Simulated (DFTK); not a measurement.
Crystal: GaAs.

```
CELL_PARAMETERS angstrom
0.00000 2.82685 2.82685
2.82685 0.00000 2.82685
2.82685 2.82685 0.00000
ATOMIC_POSITIONS crystal
As 0.75000 0.75000 0.75000
Ga 0.00000 0.00000 0.00000
```

Base run:

```yaml
Program: DFTK 0.8.2
Functional: PBEsol
Potentials_or_basis: dojo.nc.sr.pbesol.v0_4_1.standard.upf (PBEsol)
Cutoff: 1143 eV
k_mesh: 8 × 8 × 8
Occupations: fermi-dirac, width 0.05 eV
Spin: no spin polarisation
```

Its results: band gap on the k mesh 0.44 eV, direct; pressure 0.3 GPa.

The run is repeated on the same cell with these changes: potentials or basis from dojo.nc.sr.pbesol.v0_4_1.standard.upf (PBEsol) to SG15 1.2 (PBE); cutoff from 1143 eV to 1225 eV; valence electrons from 28 to 18. What comes out?

Band gap on the k mesh 0.40 eV, direct; pressure 1.2 GPa.

Caveats: the potentials were made for another functional, which shifts forces and pressure (some runs).

Not every run made on this cell is shown here.
